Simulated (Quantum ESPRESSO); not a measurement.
**ZrC under changes of volume**

One of the cells (13.228 Å³/atom); the others are scaled copies at fixed shape and fractional positions:

```
CELL_PARAMETERS angstrom
0.00000 2.36500 2.36500
2.36500 0.00000 2.36500
2.36500 2.36500 0.00000
ATOMIC_POSITIONS crystal
Zr 0.50000 0.50000 0.50000
C 0.00000 0.00000 0.00000
```

| Quantity | Value |
| --- | --- |
| Program | Quantum ESPRESSO 7.5 |
| Functional | rev-vdW-DF2 |
| Potentials or basis | PseudoDojo 0.4.1 SR PBE standard |
| Cutoff | 1116 eV |
| Density cutoff | 4463 eV |
| k mesh | 10 × 10 × 10 |
| Occupations | fermi-dirac, width 0.05 eV |
| Spin | no spin polarisation |

| volume (Å³/atom) | energy over the lowest point (meV/atom) | pressure (GPa) |
| --- | --- | --- |
| 12.434 | ? | ? |
| 12.699 | 3.61 | 4.6 |
| 12.963 | 0.00 | -0.3 |
| 13.228 | 4.03 | -4.6 |
| 13.493 | 14.95 | -8.6 |
| 13.757 | 32.08 | -12.2 |
| 14.022 | 54.81 | -15.4 |

What does the run at 12.434 Å³/atom give?

Energy over the lowest point 15.70 meV/atom; pressure 10.0 GPa.

Worked out: A Birch-Murnaghan fit of order 3 (a polynomial in V^(-2/3)) to the other rows has its minimum at 12.95 Å³/atom with B0 = V·E''(V) = 228 GPa and B' = 4.1. It gives 15.76 meV/atom at 12.434 Å³/atom, against the run's 15.70, and -dE/dV = 10.1 GPa, against 10.0.

Energies are extrapolated to zero smearing.

Caveats: the potentials were made for another functional, which shifts forces and pressure.
